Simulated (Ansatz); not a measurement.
# How the conductance of Cu/hBN/Ni changes with thickness, part 3 of 6

How fast does the current through Cu/hBN/Ni fall with each added layer? The lower electrode is Cu fcc(111), the upper one Ni fcc(111); the barrier is hBN sheets (three sheets in the relaxed core). In the first transport cell, after relaxation, the nearest pair of electrode and barrier is Cu–N at 2.88 Å, along the normal, too long for a bond, at the lower face and Ni–N at 2.07 Å, along the normal, at the upper one. A gap without bonds adds to the barrier. All share a net of side 2.567 Å, which strains the lower electrode by +0.0 %, the upper one by +3.1 % and the barrier by +2.3 %, against typed lattice constants near PBE's. The first steps treat the bulk electrodes alone.

Ansatz 0.2.0; PBE+D3(BJ) DFT, plane waves, PAW files (the session's first sound run).

So far. Step 4 (Relaxing the interfaces): The largest force component on a free atom ends at 0.035 eV/Å. The work functions of the outer faces are 4.75 and 4.93 eV.

## 5. T(E) of the junction

This step: PBE DFT, plane waves, PAW files; ballistic transmission by layer matching between semi-infinite leads (Ansatz 0.2.0).

System of this step: Cu/hBN/Ni. The cell holds 27 atoms: 8 Cu, 3 B, 3 N and 13 Ni. Its edges and angles: a = 2.567 Å, b = 2.567 Å, c = 63.105 Å, α = 90.0°, β = 90.0°, γ = 120.0°. Regions: left electrode, 8 atoms (8 Cu); barrier, 6 atoms (3 B and 3 N); right electrode, 13 atoms (13 Ni). Vacuum lies along c.

The relaxed core is set between ideal electrode layers (this cell holds 3 atomic planes between the electrodes; where that differs from the relaxed slab, whole periods were copied in or cut out without a new relaxation), which the solver continues as semi-infinite leads. A wide energy window on a coarse mesh (18×18) shows where the Fermi level lies against the barrier's bands; the projected density of states shows how far the metals' states reach in.

Contents of input.yaml:

```yaml
crystal:
  lattice:
    - [2.567, 0.0, 0.0]
    - [-1.2835, 2.2230872115, 0.0]
    - [0.0, 0.0, 63.1050870196]
  atoms:
    - { symbol: Cu, position: [0.66666667, 0.33333333, 0.1109260811] }
    - { symbol: Cu, position: [0.0, 0.0, 0.1431018818] }
    - { symbol: Cu, position: [0.33333333, 0.66666667, 0.1752776826] }
    - { symbol: Cu, position: [0.66666667, 0.33333333, 0.2074534833] }
    - { symbol: Cu, position: [0.0, 0.0, 0.239629284] }
    - { symbol: Cu, position: [0.33333333, 0.66666667, 0.2718050848] }
    - { symbol: Cu, position: [0.66666667, 0.33333333, 0.3039808855] }
    - { symbol: Cu, position: [0.0, 0.0, 0.3360431647] }
    - { symbol: B, position: [0.66666667, 0.33333333, 0.3814799693] }
    - { symbol: "N", position: [0.0, 0.0, 0.3816997785] }
    - { symbol: "N", position: [0.66666667, 0.33333333, 0.4337025064] }
    - { symbol: B, position: [0.0, 0.0, 0.4337128072] }
    - { symbol: B, position: [0.66666667, 0.33333333, 0.4853500329] }
    - { symbol: "N", position: [0.0, 0.0, 0.483409675] }
    - { symbol: Ni, position: [0.0, 0.0, 0.5162018165], spin: 0.7 }
    - { symbol: Ni, position: [0.33333333, 0.66666667, 0.5472790331], spin: 0.7 }
    - { symbol: Ni, position: [0.66666667, 0.33333333, 0.5783512955], spin: 0.7 }
    - { symbol: Ni, position: [0.0, 0.0, 0.6094235578], spin: 0.7 }
    - { symbol: Ni, position: [0.33333333, 0.66666667, 0.6404958202], spin: 0.7 }
    - { symbol: Ni, position: [0.66666667, 0.33333333, 0.6715680825], spin: 0.7 }
    - { symbol: Ni, position: [0.0, 0.0, 0.7026403449], spin: 0.7 }
    - { symbol: Ni, position: [0.33333333, 0.66666667, 0.7337126072], spin: 0.7 }
    - { symbol: Ni, position: [0.66666667, 0.33333333, 0.7647848695], spin: 0.7 }
    - { symbol: Ni, position: [0.0, 0.0, 0.7958571319], spin: 0.7 }
    - { symbol: Ni, position: [0.33333333, 0.66666667, 0.8269293942], spin: 0.7 }
    - { symbol: Ni, position: [0.66666667, 0.33333333, 0.8580016566], spin: 0.7 }
    - { symbol: Ni, position: [0.0, 0.0, 0.8890739189], spin: 0.7 }
magnetization:
  spin_polarized: true
kpoints:
  mp_grid: { grid: [12, 12, 1] }
scf:
  occupations: { method: fermi_dirac, width: 0.1 }
  max_iter: 150
hamiltonian:
  xc: pbe
output:
  transmission:
    kmesh: [18, 18]
    e_range: [-4, 2]
    de: 0.1
    leads: [[3, 4], [20, 21]]
  dos: { projected: true, e_range: [-6, 5], de: 0.05 }
  write_potential: true
  write_density: true
  volumetric_format: npy
  elf: true
```

On the command line:

```sh
ansatz run input.yaml --threads 4 --pin off --max-ram 12288MiB --backend cpu --events-out ev --progress --plain --runs-dir out
```

Numbers of over 12 decimals in the logs are rounded to 6 here.

Log:

```text
[...]
Crystal: 27 atoms, lattice volume = 360.120 Å³
Basis set: ecut = 420 eV, 7225 PW (Γ)
Bands: 252, of which v1, the nominal top of the filled ones, is band 205 counted from 1 (204 counted from 0)
Symmetry: 6 space group operations
[...]
k-points: 19 of 144 (time reversal used)
[...]
Starting moments: Σ|m| = 9.1 μB on 13 of 27 sites
[...]
SCF iter   1: F=—  HF=-130536.710119 eV  |F-HF|=—  |Δ(HF+E_count)|=         —  Δρ=1.85e-1 (↑1.67e-1 ↓1.85e-1)  dr2=1.51e4  dr2_m=7.61e0  M=1.709 μB ∫|m|=1.993 μB  β_m=0.30  ethr=3.10e-3  ⟨swp⟩=6.2  Hψ=36630  notcnv=0  defer=366
[...]
SCF iter  22: F=-130542.585832 eV  HF=-130542.585832 eV  |F-HF|=8.95e-8  |Δ(HF+E_count)|=   5.01e-9  Δρ=7.19e-7 (↑3.38e-7 ↓7.19e-7)  dr2=9.06e-8  dr2_m=2.38e-10  M=8.369 μB ∫|m|=9.594 μB  ethr=2.44e-11  ⟨swp⟩=10.8  Hψ=40714  notcnv=0
SCF 1 converged in 22 iterations: F = -130542.585832 eV  dr2 = 9.06e-8
[...]
transmission: 379 of 3774 steps passed
transmission: 756 of 3774 steps passed
[...]
transmission: 3774 of 3774 steps passed
WARN: The output density's exchange-correlation potential varies sharply where the density is thin. Do not read a vacuum level from v_tot or v_xc, or from such a field of the output density. On a cell that repeats whose density bears no net charge and no dipole along the vacuum's axis use v_es (v_loc + v_h of the components); under efield.dipole_correction with no amplitude use v_es + v_field, which holds any externa [...]
SCF converged after 22 iterations
Magnetization: 8.3686 μB (209.1843 up, 200.8157 down)
Absolute magnetization: 9.6040 μB (∫|ρ↑−ρ↓|, with the PAW one-centre terms)
[...]
Per-site moments (μB) at R_I (Å): [(-7.606527087619948e-7, 1.036947), (5.914712571323999e-8, 1.036947), (2.4432362861773603e-7, 1.036947), (2.641175161343673e-7, 1.036947), (1.0954549315357369e-7, 1.036947), (1.4654879963367176e-7, 1.036947), (5.849698650823167e-7, 1.034562), (-2.985110119795953e-7, 1.034562), (3.6245614264006115e-6, 0.611376), (-1.1147665777129577e-6, 0.611376), (0.00051006, 0.611349), (2.9577323063 [...]
Free energy (F): -130542.585832 eV
[...]
Internal energy: -130541.772139 eV  (E = F + TS)
E sigma→0 (E₀):  -130542.178985 eV
Entropy (-TS):   -0.813693 eV (-30.137 meV/atom)
Fermi energy:    11.724670 eV
[...]
--- Band table (eV; the first three rows and the last of 38) ---
  k-point 0 ↑: bands = [... 201 lower, 10.4746, 10.4808, 10.4808, 10.5060, 10.5060, 10.6076, 10.6076, 10.7549, ... 43 higher]
  k-point 1 ↑: bands = [... 201 lower, 10.5063, 10.5279, 10.5293, 10.5428, 10.5519, 10.6078, 10.6352, 10.6754, ... 43 higher]
  k-point 2 ↑: bands = [... 201 lower, 10.5461, 10.5582, 10.6229, 10.6510, 10.6655, 10.7070, 10.7149, 10.8068, ... 43 higher]
  k-point 18 ↓: bands = [... 201 lower, 13.4820, 13.7796, 13.9565, 14.8489, 14.8522, 14.8714, 15.0196, 15.0273, ... 43 higher]
--- Transmission ---
  basis      : 55 plane waves across, 51 finite elements along
  points     : 37, standing for a mesh of 18 x 18
  energies   : 61 from -4.000000 to 2.000000 eV about the Fermi level, 0.100000 eV apart; the leads are filled to 0.000000 eV, and channels, transmission and decay are at 0.000000 eV
  crystal 0  : Cu1, at the sites [3, 4], period 2.0305 Å, over 16.24 Å; its Hamiltonian steps by up to 19.3 meV
    offset         : up to 0.0000 Å between an atom of the period and one for which it stands
    channels       : 8.240741e-1 up, 8.240741e-1 down
    conductance    : none, the energies end too early or step too widely for 300 K: set another output.transmission.e_range or a lower de, or, where they end at an eighth of basis.ecutwfc, a higher one
    slowest decay  : 0.1228 /Å at (0.0556, 0.0000)
  crystal 1  : Ni1, at the sites [20, 21], period 1.9608 Å, over 25.49 Å; its Hamiltonian steps by up to 2.0 meV
[...]
channels       : 6.975309e-1 up, 1.805556e0 down
[...]
slowest decay  : 0.0483 /Å at (0.4444, 0.1111)
  junction   : crystal 0 to crystal 1, 14.81 to 42.67 Å
    transmission   : 3.598645e-4 up, 3.319604e-4 down
[...]
```

Run time: 8.8 min. Hardware: 4 threads of Arm Neoverse V2, shared host; peak memory 4.5 GiB.

The column dr2 measures how far the density is from self-consistency, as an energy; F and HF (Harris–Foulkes) agree once it is small.

This step gave:

```
free energy                                : -130542.5858 eV
Fermi energy                               : 11.72 eV
magnetization                              : 8.369 μB
absolute magnetization                     : 9.604 μB
level to which the leads are filled        : 0 eV from the Fermi level
transmission at the Fermi level, spin up   : 3.60e-4
transmission at the Fermi level, spin down : 3.32e-4
potential step in the lower lead           : 19.3 meV
potential step in the upper lead           : 2 meV
```

Each spin. The transmission, zone mean by energy, zero at the Fermi level:

```csv
energy (eV),"transmission, up","transmission, down"
-4.00,0.0485,0.0427
-3.80,0.0991,0.0881
-3.70,0.0672,0.0588
-3.50,0.0491,0.0471
-3.40,0.0877,0.0428
-3.20,0.0682,0.0785
-3.10,0.0723,0.0646
-3.00,0.0127,0.101
-2.90,0.0181,0.0295
-2.80,0.0416,0.0384
-2.70,0.00635,0.00493
-2.50,0.00155,4.4e-4
-2.40,0.00185,6.8e-4
-2.20,3.9e-4,6.3e-4
-2.10,3.6e-4,0.00123
-1.90,3.8e-4,8.1e-4
-1.70,5.7e-4,9.2e-4
-1.60,4.4e-4,5.9e-4
-1.40,2.0e-4,9.0e-5
-1.20,2.6e-4,1.0e-4
-1.10,2.8e-4,7.5e-5
-0.90,3.2e-4,1.1e-4
-0.80,3.7e-4,1.6e-4
-0.60,4.1e-4,1.4e-4
-0.40,3.5e-4,1.8e-4
-0.30,3.4e-4,2.4e-4
-0.10,3.5e-4,3.6e-4
0.00,3.6e-4,3.3e-4
0.10,3.6e-4,3.9e-4
0.20,3.6e-4,4.5e-4
0.40,3.7e-4,4.9e-4
0.50,3.7e-4,3.6e-4
0.70,4.6e-4,4.1e-4
0.90,5.6e-4,5.5e-4
1.00,6.0e-4,5.9e-4
1.20,7.2e-4,7.7e-4
1.40,9.7e-4,0.00108
1.50,0.00120,0.00132
1.70,0.00211,0.00226
1.80,0.00284,0.00324
2.00,0.00519,0.00603
```

Each spin. Open channels, zone mean against energy, zero at the Fermi level:

```csv
energy (eV),"lower lead, up","upper lead, up","lower lead, down","upper lead, down"
-4.00,0.935,1.01,0.935,0.907
-3.70,1.08,1.27,1.08,0.889
-3.40,1.56,0.972,1.56,0.843
-3.10,1.72,1.10,1.72,1.01
-2.80,1.53,1.47,1.53,1.03
-2.50,1.51,1.73,1.51,1.05
-2.20,1.74,1.67,1.74,1.42
-1.90,1.63,1.51,1.63,1.63
-1.60,1.65,1.46,1.65,1.63
-1.30,0.577,1.69,0.577,1.38
-1.00,0.679,1.74,0.679,1.31
-0.70,0.713,2.32,0.713,1.65
-0.40,0.824,0.623,0.824,1.53
-0.10,0.824,0.623,0.824,1.66
0.00,0.824,0.698,0.824,1.81
0.20,0.824,0.716,0.824,1.97
0.50,0.880,0.75,0.880,0.657
0.80,0.880,0.843,0.880,0.713
1.10,0.843,0.824,0.843,0.731
1.40,0.824,0.861,0.824,0.824
1.70,0.870,0.898,0.870,0.824
2.00,0.815,0.880,0.815,0.861
```

Transmission over k1 and k2. At 0.0000 eV from the Fermi level, spin up.

Ten even steps from '_' (0.00 × 1e-3) to '@' (2.05 × 1e-3):
```
____________________________________
____________________________________
________..........__________________
______..::--------::..______________
______..--==++++++==--..____________
______..--++##%%%%##++--..__________
______..--++%%@@@@@@%%++--..________
______..--++%%@@____@@%%++--..______
________::==##@@______@@##==::______
________..--++%%@@____@@%%++--..____
__________..--++%%@@@@@@%%++--..____
____________..--++##%%%%##++--..____
______________..--==++++++==--..____
________________..::--------::..____
____________________..........______
____________________________________
____________________________________
____________________________________
```
Columns: k1 (b1) from -0.5 to 0.444; rows upwards: k2 (b2) from -0.5 to 0.444.

Open channels of the lower lead, spin up over k1 and k2. At 0.0000 eV from the Fermi level, spin up.

Ten even steps from '0' (0.00) to '9' (1.00):
```
999999999999000009
999999999999000000
999999999999900000
999999999999990000
999999999999999000
999999999999999900
999999999999999999
999999990099999999
999999990009999999
999999999009999999
999999999999999999
900999999999999999
900099999999999999
900009999999999999
900000999999999999
900000099999999999
990000099999999999
999999999999999999
```
Columns: k1 (b1) from -0.5 to 0.444; rows upwards: k2 (b2) from -0.5 to 0.444.

Open channels of the upper lead, spin up over k1 and k2. At 0.0000 eV from the Fermi level, spin up.

Ten even steps from '_' (0.00) to '@' (1.00):
```
@@@@@@@@@@__@@@@@@@@@@______________
__@@@@@@@@@@@@@@@@@@@@______________
__@@@@@@@@@@@@@@@@@@@@@@____________
__@@@@@@@@@@@@@@@@@@@@@@@@__________
____@@@@@@@@@@@@@@@@@@@@@@__________
__@@@@@@@@@@@@@@@@@@@@@@@@@@@@______
__@@@@@@@@@@@@@@@@@@@@@@@@@@@@@@____
@@@@@@@@@@@@@@@@@@@@@@@@@@@@@@@@@@@@
@@@@@@@@@@@@@@@@@@@@@@@@@@@@@@@@@@@@
@@@@@@@@@@@@@@@@@@@@@@@@@@@@@@@@@@@@
______@@@@@@@@@@@@@@@@@@@@@@@@@@@@@@
________@@@@@@@@@@@@@@@@@@@@@@@@@@@@
____________@@@@@@@@@@@@@@@@@@@@@@__
____________@@@@@@@@@@@@@@@@@@@@@@@@
______________@@@@@@@@@@@@@@@@@@@@@@
________________@@@@@@@@@@@@@@@@@@@@
@@______________@@@@@@@@@@__@@@@@@@@
@@@@____________@@@@@@____________@@
```
Columns: k1 (b1) from -0.5 to 0.444; rows upwards: k2 (b2) from -0.5 to 0.444.

Transmission over k1 and k2. At 0.0000 eV from the Fermi level, spin dn.

Ten even steps from '0' (0.00 × 1e-3) to '9' (1.48 × 1e-3):
```
210000000120000000
000022220000000000
000112221100000000
002123333212000000
002234565432200000
002235788753220000
002236898986322000
200135880088531002
410124790009742101
220013588008853100
000022368989863220
000002235788753220
000000223456543220
000000021233332120
000000000112221100
000000000002222000
200000002100000001
420000002420000002
```
Columns: k1 (b1) from -0.5 to 0.444; rows upwards: k2 (b2) from -0.5 to 0.444.

Open channels of the lower lead, spin down over k1 and k2. At 0.0000 eV from the Fermi level, spin dn.

Ten even steps from '_' (0.00) to '@' (1.00):
```
@@@@@@@@@@@@@@@@@@@@@@@@__________@@
@@@@@@@@@@@@@@@@@@@@@@@@____________
@@@@@@@@@@@@@@@@@@@@@@@@@@__________
@@@@@@@@@@@@@@@@@@@@@@@@@@@@________
@@@@@@@@@@@@@@@@@@@@@@@@@@@@@@______
@@@@@@@@@@@@@@@@@@@@@@@@@@@@@@@@____
@@@@@@@@@@@@@@@@@@@@@@@@@@@@@@@@@@@@
@@@@@@@@@@@@@@@@____@@@@@@@@@@@@@@@@
@@@@@@@@@@@@@@@@______@@@@@@@@@@@@@@
@@@@@@@@@@@@@@@@@@____@@@@@@@@@@@@@@
@@@@@@@@@@@@@@@@@@@@@@@@@@@@@@@@@@@@
@@____@@@@@@@@@@@@@@@@@@@@@@@@@@@@@@
@@______@@@@@@@@@@@@@@@@@@@@@@@@@@@@
@@________@@@@@@@@@@@@@@@@@@@@@@@@@@
@@__________@@@@@@@@@@@@@@@@@@@@@@@@
@@____________@@@@@@@@@@@@@@@@@@@@@@
@@@@__________@@@@@@@@@@@@@@@@@@@@@@
@@@@@@@@@@@@@@@@@@@@@@@@@@@@@@@@@@@@
```
Columns: k1 (b1) from -0.5 to 0.444; rows upwards: k2 (b2) from -0.5 to 0.444.

Spin density in the ca plane at fractional y = 0.000, with atoms of Cu and N and B and Ni within 0.2 Å of it.

Ten even steps from '0' (0.0 e/Å³) to '9' (2.1 e/Å³), each cell a mean:
```
00000000000000000000000034100000000000003510
00000000000000000000000000000000000000000100
00000000000000000000000000000000000000000000
00000000000000000000000000000000000000000000
00000000000000000000000000000000000000000000
00000000000000000000000000000000000000000000
00000000000000000000000022000000000000002310
00000000000000000000000178200000000000006930
```
Columns run along c (16.0 Å, from fractional 0.37 to 0.63 of the cell), rows up along a (2.6 Å). Atoms in or near the plane, at fractional coordinates: N at (0.38, 0.00), B at (0.43, 0.00), N at (0.48, 0.00), Ni at (0.52, 0.00), Ni at (0.61, 0.00).

Valence density in the ca plane at fractional y = 0.000, with atoms of Cu and N and B and Ni within 0.2 Å of it. It is the smooth field of the valence electrons, not physical close to the nuclei.

Ten steps, logarithmic in the rise over the least value, from '0' (0 e/Å³) to '9' (45 e/Å³), each cell a mean:
```
34420000011110000244321488510000000000147862
23310000012210000133211255311111000111124531
12110000012210000012110111101121111211011110
11100000012210000011100001001222111221000100
11100000012210000011110011101121111221001110
23210000012210000123211133211111001111113321
34320000012110000234321477410000000000137752
44421000011110000244421599620000000000148972
```
Columns run along c (16.0 Å, from fractional 0.37 to 0.63 of the cell), rows up along a (2.6 Å). Atoms in or near the plane, at fractional coordinates: N at (0.38, 0.00), B at (0.43, 0.00), N at (0.48, 0.00), Ni at (0.52, 0.00), Ni at (0.61, 0.00).

ELF of down spins in the ca plane at fractional y = 0.000, with atoms of Cu and N and B and Ni within 0.2 Å of it. It is the smooth field of the valence electrons, not physical close to the nuclei.

Values, 5 rows by 16 columns, each cell a mean:
```
0.23 0.22 0.23 0.22 0.23 0.44 0.11 0.63 0.65 0.33 0.24 0.34 0.24 0.37 0.64 0.45
0.20 0.17 0.20 0.17 0.20 0.19 0.12 0.46 0.66 0.17 0.33 0.73 0.33 0.19 0.67 0.35
0.20 0.18 0.19 0.18 0.22 0.22 0.14 0.27 0.40 0.09 0.33 0.68 0.34 0.09 0.40 0.27
0.20 0.18 0.21 0.18 0.20 0.23 0.12 0.57 0.76 0.24 0.31 0.67 0.31 0.27 0.77 0.40
0.24 0.25 0.24 0.26 0.25 0.60 0.12 0.62 0.50 0.35 0.20 0.12 0.20 0.40 0.46 0.46
```
Columns run along c (16.0 Å, from fractional 0.25 to 0.51 of the cell), rows up along a (2.6 Å). Atoms in or near the plane, at fractional coordinates: Cu at (0.34, 0.00), N at (0.38, 0.00), B at (0.43, 0.00), N at (0.48, 0.00).

At the Fermi level the transmission is 3.6e-4 (up) and 3.3e-4 (down), as a zone mean for one spin on this coarse mesh. At the Fermi level the layers of this cell's barrier hold from 0.0024 to 0.047 states an eV and atom. In the worse lead the potential repeats within 19 meV, which the program lets pass.

[end of part 3 of 6]

[Logs are printed without paths, hosts, clocks, repeated set-up lines and the standing remarks that a program may print on its own settings, such as how far it seeks lower states.]

[Hosts, paths, dates, database ids (printed as entryN), source tags and the programs' standing remarks are cut or masked in the printed files.]
